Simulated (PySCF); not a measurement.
**One shape, several levels: C8H6 (phenylacetylene)**

We compute a comparison of 5 runs (M06-L/def2-SVP, PBE0/def2-SVP, SVWN5/def2-SVP, r2SCAN/def2-SVP, revPBE/def2-SVP) of C8H6 (phenylacetylene). 

The results are computed with PySCF 2.14.0.

### 1 The system as given

C8H6: 14 atoms, total charge 0, spin state singlet. As SMILES, `C#Cc1ccccc1`. Geometry: relaxed at PBE0-D4/def2-TZVP.

Bond lengths: C1–C2 1.203 Å, C2–C3 1.423 Å, C3–C4 1.397 Å, C4–C5 1.384 Å, C5–C6 1.388 Å, C6–C7 1.388 Å, C3–C8 1.397 Å, C7–C8 1.384 Å, C1–H9 1.064 Å, C4–H10 1.083 Å, C5–H11 1.084 Å, C6–H12 1.084 Å, C7–H13 1.084 Å, C8–H14 1.083 Å. Some angles: C1–C2–C3 180.0°, C2–C3–C4 120.4°, C2–C3–C8 120.4°, C4–C3–C8 119.2°, C3–C4–C5 120.2°, C4–C5–C6 120.3°, C5–C6–C7 119.8°, C6–C7–C8 120.3°, C3–C8–C7 120.2°, C2–C1–H9 180.0°.

### 2 A single-point energy at M06-L/def2-SVP (run 1)

Contents of run.py:

```python
from pyscf import gto, dft

mol = gto.M(
    atom=[
    ('C', (1.321700, -0.516220, 3.030340)),
    ('C', (0.846540, -0.329910, 1.941510)),
    ('C', (0.284430, -0.110460, 0.652900)),
    ('C', (0.565160, 1.063620, -0.050590)),
    ('C', (0.016910, 1.272570, -1.303650)),
    ('C', (-0.815590, 0.318090, -1.870740)),
    ('C', (-1.098920, -0.850330, -1.177760)),
    ('C', (-0.554700, -1.066960, 0.075730)),
    ('H', (1.742160, -0.681210, 3.993830)),
    ('H', (1.215600, 1.804800, 0.397500)),
    ('H', (0.240780, 2.186580, -1.841420)),
    ('H', (-1.243440, 0.484750, -2.852480)),
    ('H', (-1.748640, -1.598470, -1.616930)),
    ('H', (-0.771970, -1.976820, 0.621750)),
],
    verbose=3,
    basis='def2-svp',
    charge=0,
    max_memory=1860,
    spin=0,
)

mf = dft.RKS(mol)
mf.xc = 'm06-l'
mf.grids.level = 5
mf.conv_tol = 1e-10
mf.kernel()
if not mf.converged:
    mf = mf.newton().run(mf.mo_coeff, mf.mo_occ)

energy = mf.e_tot
print('E(%s) = %.9f' % ('M06-L', energy))
```

Started as:

```console
$ OMP_NUM_THREADS=1 python run.py
```

The log of the run:

```text
converged SCF energy = -308.129357638275
E(M06-L) = -308.129357638
```

It took 92 s on 1 thread of Intel Xeon at 2.70GHz, shared host; peak memory 1 GiB.

### 3 The energy at PBE0/def2-SVP (run 2)

Contents of run.py:

```python
from pyscf import gto, dft

mol = gto.M(
    atom='''
C      1.321700    -0.516220     3.030340
C      0.846540    -0.329910     1.941510
C      0.284430    -0.110460     0.652900
C      0.565160     1.063620    -0.050590
C      0.016910     1.272570    -1.303650
C     -0.815590     0.318090    -1.870740
C     -1.098920    -0.850330    -1.177760
C     -0.554700    -1.066960     0.075730
H      1.742160    -0.681210     3.993830
H      1.215600     1.804800     0.397500
H      0.240780     2.186580    -1.841420
H     -1.243440     0.484750    -2.852480
H     -1.748640    -1.598470    -1.616930
H     -0.771970    -1.976820     0.621750
''',
    max_memory=1860,
    verbose=3,
    basis='def2-svp',
    charge=0,
)

ks = dft.RKS(mol, xc='pbe0')
ks.conv_tol = 1e-10
ks.grids.level = 5
ks.kernel()
if not ks.converged:
    ks = ks.newton().run(ks.mo_coeff, ks.mo_occ)

energy = ks.e_tot
print('E(%s) = %.9f' % ('PBE0', energy))
```

Started as:

```console
$ OMP_NUM_THREADS=1 python run.py
```

The log of the run:

```text
converged SCF energy = -307.799068077267
E(PBE0) = -307.799068077
```

It took 44 s on 1 thread of Intel Xeon at 2.70GHz, shared host; peak memory 0.93 GiB.

### 4 A single-point energy at SVWN5/def2-SVP (run 3)

Contents of start.xyz:

```xyz
14
C8H6
C      1.321700    -0.516220     3.030340
C      0.846540    -0.329910     1.941510
C      0.284430    -0.110460     0.652900
C      0.565160     1.063620    -0.050590
C      0.016910     1.272570    -1.303650
C     -0.815590     0.318090    -1.870740
C     -1.098920    -0.850330    -1.177760
C     -0.554700    -1.066960     0.075730
H      1.742160    -0.681210     3.993830
H      1.215600     1.804800     0.397500
H      0.240780     2.186580    -1.841420
H     -1.243440     0.484750    -2.852480
H     -1.748640    -1.598470    -1.616930
H     -0.771970    -1.976820     0.621750
```

Contents of job.py:

```python
# C#Cc1ccccc1
from pyscf import gto, dft

mol = gto.M(
    atom='start.xyz',
    basis='def2-svp',
    max_memory=1860,
    verbose=3,
    spin=0,
)

ks = dft.RKS(mol, xc='svwn')
ks.conv_tol = 1e-10
ks.grids.level = 5
ks.kernel()
if not ks.converged:
    ks = ks.newton().run(ks.mo_coeff, ks.mo_occ)

energy = ks.e_tot
print('Final energy', energy)
```

Started as:

```console
$ OMP_NUM_THREADS=1 python job.py
```

The log of the run:

```text
converged SCF energy = -305.330137593708
Final energy -305.33013759370795
```

It took 32 s on 1 thread of Intel Xeon at 2.70GHz, shared host; peak memory 0.69 GiB.

Run 4 isn't shown in full; the table further down has it.

### 5 The energy at revPBE/def2-SVP (run 5)

Contents of job.py:

```python
from pyscf import gto, dft

mol = gto.M(
    atom=[
    ('C', (1.321700, -0.516220, 3.030340)),
    ('C', (0.846540, -0.329910, 1.941510)),
    ('C', (0.284430, -0.110460, 0.652900)),
    ('C', (0.565160, 1.063620, -0.050590)),
    ('C', (0.016910, 1.272570, -1.303650)),
    ('C', (-0.815590, 0.318090, -1.870740)),
    ('C', (-1.098920, -0.850330, -1.177760)),
    ('C', (-0.554700, -1.066960, 0.075730)),
    ('H', (1.742160, -0.681210, 3.993830)),
    ('H', (1.215600, 1.804800, 0.397500)),
    ('H', (0.240780, 2.186580, -1.841420)),
    ('H', (-1.243440, 0.484750, -2.852480)),
    ('H', (-1.748640, -1.598470, -1.616930)),
    ('H', (-0.771970, -1.976820, 0.621750)),
],
    verbose=3,
    basis='def2-svp',
    charge=0,
    max_memory=1860,
)

mf = dft.RKS(mol)
mf.xc = 'revpbe'
mf.conv_tol = 1e-10
mf.grids.level = 5
mf.kernel()
if not mf.converged:
    mf = mf.newton().run(mf.mo_coeff, mf.mo_occ)

etot = mf.e_tot
print('E(%s) = %.9f' % ('REVPBE', etot))
```

Started as:

```console
$ OMP_NUM_THREADS=1 python job.py
```

The log of the run:

```text
converged SCF energy = -308.090531840875
E(REVPBE) = -308.090531841
```

It took 56 s on 1 thread of Intel Xeon at 2.70GHz, shared host; peak memory 0.93 GiB.

### 6 Overview of the runs

| run | level | energy (Eh) | dipole moment (D) | HOMO energy (eV) | LUMO energy (eV) | wall time |
| --- | --- | --- | --- | --- | --- | --- |
| 1 | M06-L/def2-SVP | -308.129358 | 0.66 | -6.04 | -1.63 | 92 s |
| 2 | PBE0/def2-SVP | -307.799068 | 0.65 | -6.86 | -0.92 | 44 s |
| 3 | SVWN5/def2-SVP | -305.330138 | 0.63 | -6.03 | -1.95 | 32 s |
| 4 | r2SCAN/def2-SVP | -307.980187 | 0.65 | -6.07 | -1.66 | 96 s |
| 5 | revPBE/def2-SVP | -308.090532 | 0.63 | -5.79 | -1.67 | 56 s |

### 7 Summary of results

```
            quantity          value
 run 5: total energy  -308.09053 Eh
run 5: dipole moment         0.63 D
  run 5: HOMO energy       -5.79 eV
  run 5: LUMO energy       -1.67 eV
run 5: HOMO–LUMO gap        4.12 eV
```

**Reading.** The dipole moment (its size) runs from 0.63 D (SVWN5/def2-SVP) to 0.66 D (M06-L/def2-SVP). The HOMO–LUMO gap runs from 4.08 eV (SVWN5/def2-SVP) to 5.94 eV (PBE0/def2-SVP). Totals of different functionals can't be ranked against each other. All runs together took 5.3 min, the longest 96 s.
